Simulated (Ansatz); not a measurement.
# Band table of AgI

```
Ag I
1.0
     4.51810    0.00000    0.00000
    -2.25905    3.91279    0.00000
     0.00000    0.00000    7.40850
Ag I
2 2
Direct
  0.33333 0.66667 0.00000
  0.66667 0.33333 0.50000
  0.33333 0.66667 0.37500
  0.66667 0.33333 0.87500
```

Atoms are numbered in the order listed.

The cell is COD entry 1011050, as deposited and not checked against the literature; nothing was relaxed. It is an old determination, and later ones may differ. The listed cell was then made from it by scaling, straining or moving an atom.

No spin–orbit coupling, which matters for the heavy atoms here.

The calculation used DFT, PBE, all-electron LAPW, scalar-relativistic (Ansatz 0.2.0).

Sampling and basis: a Γ-centred 8×8×4 k mesh, Fermi–Dirac smearing of 0.01 eV, basis error target 0.5 meV/atom, no spin polarisation.

Path points, in fractions of the reciprocal vectors: Γ (0.000, 0.000, 0.000), M (0.500, 0.000, 0.000), K (0.333, 0.333, 0.000), A (0.000, 0.000, 0.500), L (0.500, 0.000, 0.500), H (0.333, 0.333, 0.500). Levels in eV from the valence-band top; bands 37 to 63, counted from the lowest band of the run. The gap is 1.37 eV, direct at Γ.

```
# k(1/Å) point b37 b38 b39 b40 b41 b42 b43 b44 b45 b46 b47 b48 b49 b50 b51 b52 b53 b54 b55 b56 b57 b58 b59 b60 b61 b62 b63
0.000 Γ -13.08 -12.75 -4.48 -4.48 -4.48 -4.44 -4.34 -4.34 -3.33 -3.33 -3.23 -3.23 -3.11 -0.77 -0.77 -0.09 0.00 0.00 1.37 2.61 5.69 5.69 5.82 6.64 6.64 7.45 8.72
0.161 - -13.05 -12.73 -4.51 -4.47 -4.46 -4.40 -4.34 -4.31 -3.35 -3.33 -3.23 -3.22 -3.09 -1.08 -0.89 -0.41 -0.16 -0.07 1.80 2.94 5.37 5.82 5.98 6.45 6.86 7.24 8.11
0.321 - -12.98 -12.70 -4.57 -4.43 -4.42 -4.34 -4.27 -4.24 -3.38 -3.33 -3.25 -3.21 -3.03 -1.72 -1.19 -1.09 -0.36 -0.27 2.51 3.50 5.01 5.86 6.09 6.69 6.89 7.44 7.66
0.482 - -12.88 -12.66 -4.62 -4.45 -4.37 -4.26 -4.14 -4.13 -3.40 -3.31 -3.27 -3.20 -2.94 -2.32 -1.73 -1.54 -0.67 -0.51 3.05 3.63 4.96 5.62 6.23 7.06 7.39 7.60 8.28
0.642 - -12.79 -12.64 -4.63 -4.49 -4.33 -4.16 -4.09 -4.03 -3.35 -3.27 -3.22 -3.18 -2.98 -2.60 -2.24 -1.82 -0.99 -0.71 3.29 3.56 4.82 5.77 6.23 7.31 7.56 8.64 9.23
0.803 M -12.75 -12.64 -4.62 -4.52 -4.31 -4.12 -4.08 -3.99 -3.32 -3.25 -3.20 -3.18 -2.90 -2.81 -2.38 -1.94 -1.15 -0.79 3.34 3.53 4.73 5.96 6.21 7.26 7.61 9.28 9.62
0.896 - -12.74 -12.64 -4.60 -4.49 -4.32 -4.12 -4.09 -3.99 -3.33 -3.26 -3.20 -3.17 -2.90 -2.79 -2.40 -1.97 -1.18 -0.85 3.45 3.67 4.70 5.96 6.15 7.38 7.56 9.18 9.63
0.988 - -12.73 -12.64 -4.56 -4.42 -4.32 -4.12 -4.11 -3.98 -3.35 -3.29 -3.23 -3.18 -2.90 -2.75 -2.46 -2.01 -1.27 -1.00 3.72 4.02 4.61 5.97 6.11 7.43 7.63 8.77 9.15
1.081 - -12.71 -12.64 -4.52 -4.32 -4.30 -4.16 -4.10 -3.98 -3.37 -3.31 -3.26 -3.22 -2.88 -2.72 -2.58 -1.96 -1.41 -1.18 4.05 4.43 4.49 6.09 6.24 7.24 7.85 8.38 8.54
1.174 - -12.69 -12.65 -4.49 -4.29 -4.20 -4.17 -4.08 -4.00 -3.38 -3.33 -3.31 -3.29 -2.84 -2.72 -2.70 -1.84 -1.53 -1.37 4.25 4.46 4.65 6.46 6.52 7.02 7.79 7.93 8.36
1.266 K -12.66 -12.66 -4.48 -4.24 -4.24 -4.08 -4.06 -4.06 -3.36 -3.36 -3.35 -3.33 -2.76 -2.76 -2.76 -1.67 -1.67 -1.46 4.25 4.61 4.61 6.79 6.79 6.85 7.60 7.60 8.45
1.452 - -12.73 -12.64 -4.48 -4.38 -4.25 -4.19 -4.07 -4.01 -3.40 -3.37 -3.24 -3.19 -2.91 -2.58 -2.50 -2.09 -1.25 -1.25 4.17 4.40 4.68 5.96 6.45 7.05 7.15 8.36 8.68
1.637 - -12.83 -12.65 -4.53 -4.47 -4.34 -4.26 -4.11 -4.08 -3.41 -3.36 -3.21 -3.19 -2.92 -2.27 -2.08 -1.93 -0.84 -0.81 3.55 4.33 4.94 5.18 6.31 6.48 7.41 7.80 8.95
1.823 - -12.95 -12.69 -4.56 -4.45 -4.40 -4.34 -4.23 -4.20 -3.38 -3.35 -3.25 -3.21 -3.00 -1.84 -1.48 -1.21 -0.43 -0.41 2.77 3.79 4.97 5.57 6.22 6.28 7.39 7.41 8.04
2.008 - -13.04 -12.73 -4.51 -4.47 -4.46 -4.38 -4.34 -4.30 -3.35 -3.34 -3.23 -3.22 -3.09 -1.16 -0.95 -0.50 -0.18 -0.10 1.91 3.04 5.31 5.82 6.03 6.40 6.92 7.22 8.01
2.194 Γ -13.08 -12.75 -4.48 -4.48 -4.48 -4.44 -4.34 -4.34 -3.33 -3.33 -3.23 -3.23 -3.11 -0.77 -0.77 -0.09 0.00 0.00 1.37 2.61 5.69 5.69 5.82 6.64 6.64 7.45 8.72
2.278 - -13.07 -12.76 -4.49 -4.48 -4.48 -4.46 -4.34 -4.34 -3.33 -3.33 -3.23 -3.23 -3.04 -0.76 -0.76 -0.24 -0.02 -0.02 1.53 2.62 5.70 5.70 5.73 6.60 6.60 7.31 8.78
2.363 - -13.05 -12.78 -4.51 -4.51 -4.47 -4.47 -4.36 -4.36 -3.32 -3.32 -3.23 -3.23 -2.84 -0.70 -0.70 -0.58 -0.08 -0.08 1.87 2.65 5.55 5.74 5.74 6.48 6.48 6.96 8.79
2.448 - -13.01 -12.82 -4.55 -4.54 -4.46 -4.46 -4.38 -4.38 -3.30 -3.30 -3.24 -3.24 -2.55 -0.98 -0.62 -0.62 -0.17 -0.17 2.23 2.69 5.40 5.80 5.80 6.33 6.33 6.49 8.88
2.533 - -12.97 -12.87 -4.58 -4.56 -4.44 -4.44 -4.40 -4.40 -3.29 -3.29 -3.25 -3.25 -2.20 -1.40 -0.52 -0.52 -0.28 -0.28 2.52 2.71 5.41 5.89 5.89 6.02 6.16 6.16 9.04
2.618 A -12.92 -12.92 -4.58 -4.58 -4.42 -4.42 -4.42 -4.42 -3.27 -3.27 -3.27 -3.27 -1.81 -1.81 -0.40 -0.40 -0.40 -0.40 2.67 2.67 5.62 5.62 6.01 6.01 6.01 6.01 9.27
2.778 - -12.90 -12.90 -4.59 -4.59 -4.40 -4.40 -4.40 -4.40 -3.27 -3.27 -3.27 -3.27 -1.83 -1.83 -0.67 -0.67 -0.50 -0.50 2.99 2.99 5.25 5.25 6.18 6.18 6.19 6.19 9.37
2.939 - -12.84 -12.84 -4.64 -4.64 -4.34 -4.34 -4.34 -4.34 -3.28 -3.28 -3.27 -3.27 -1.94 -1.94 -1.14 -1.14 -0.74 -0.74 3.47 3.47 4.92 4.92 6.30 6.30 6.65 6.65 9.19
3.099 - -12.77 -12.77 -4.68 -4.68 -4.26 -4.26 -4.25 -4.25 -3.27 -3.27 -3.26 -3.26 -2.32 -2.32 -1.34 -1.34 -1.03 -1.03 3.47 3.47 4.93 4.93 6.69 6.69 7.13 7.13 8.97
3.260 - -12.71 -12.71 -4.72 -4.72 -4.20 -4.20 -4.16 -4.16 -3.24 -3.24 -3.22 -3.22 -2.76 -2.76 -1.36 -1.36 -1.27 -1.27 3.29 3.29 4.86 4.86 7.25 7.25 7.42 7.42 9.23
3.421 L -12.69 -12.69 -4.73 -4.73 -4.17 -4.17 -4.12 -4.12 -3.23 -3.23 -3.12 -3.12 -3.01 -3.01 -1.36 -1.36 -1.36 -1.36 3.21 3.21 4.81 4.81 7.42 7.42 7.49 7.49 9.70
3.513 - -12.69 -12.69 -4.71 -4.71 -4.19 -4.19 -4.11 -4.11 -3.24 -3.24 -3.11 -3.11 -3.00 -3.00 -1.49 -1.49 -1.30 -1.30 3.30 3.30 4.87 4.87 6.99 6.99 7.82 7.82 9.66
3.606 - -12.68 -12.68 -4.67 -4.67 -4.22 -4.22 -4.09 -4.09 -3.27 -3.27 -3.10 -3.10 -2.98 -2.98 -1.68 -1.68 -1.27 -1.27 3.53 3.53 5.04 5.04 6.54 6.54 7.95 7.95 9.57
3.699 - -12.67 -12.67 -4.60 -4.60 -4.26 -4.26 -4.07 -4.07 -3.30 -3.30 -3.09 -3.09 -2.96 -2.96 -1.89 -1.89 -1.26 -1.26 3.75 3.75 5.32 5.32 6.18 6.18 7.91 7.91 9.34
3.791 - -12.66 -12.66 -4.54 -4.54 -4.31 -4.31 -4.05 -4.05 -3.33 -3.33 -3.08 -3.08 -2.94 -2.94 -2.05 -2.05 -1.25 -1.25 3.89 3.89 5.57 5.57 5.99 5.99 7.96 7.96 8.90
3.884 H -12.66 -12.66 -4.51 -4.51 -4.33 -4.33 -4.03 -4.03 -3.35 -3.35 -3.08 -3.08 -2.94 -2.94 -2.11 -2.11 -1.24 -1.24 3.93 3.93 5.63 5.63 5.97 5.97 8.21 8.21 8.49
4.070 - -12.68 -12.68 -4.58 -4.58 -4.29 -4.29 -4.08 -4.08 -3.31 -3.31 -3.12 -3.12 -2.83 -2.83 -1.92 -1.92 -1.25 -1.25 3.88 3.88 5.45 5.45 6.09 6.09 7.39 7.39 9.49
4.255 - -12.74 -12.74 -4.64 -4.64 -4.31 -4.31 -4.17 -4.17 -3.28 -3.28 -3.22 -3.22 -2.45 -2.45 -1.51 -1.51 -1.24 -1.24 3.85 3.85 5.10 5.10 6.16 6.16 7.08 7.08 9.40
4.440 - -12.82 -12.82 -4.64 -4.64 -4.36 -4.36 -4.28 -4.28 -3.28 -3.28 -3.26 -3.26 -2.02 -2.02 -1.21 -1.21 -0.90 -0.90 3.69 3.69 4.86 4.86 6.10 6.10 6.92 6.92 9.20
4.626 - -12.89 -12.89 -4.60 -4.60 -4.40 -4.40 -4.39 -4.39 -3.27 -3.27 -3.27 -3.27 -1.83 -1.83 -0.74 -0.74 -0.53 -0.53 3.08 3.08 5.18 5.18 6.14 6.14 6.30 6.30 9.39
4.811 A -12.92 -12.92 -4.58 -4.58 -4.42 -4.42 -4.42 -4.42 -3.27 -3.27 -3.27 -3.27 -1.81 -1.81 -0.40 -0.40 -0.40 -0.40 2.67 2.67 5.62 5.62 6.01 6.01 6.01 6.01 9.27
```
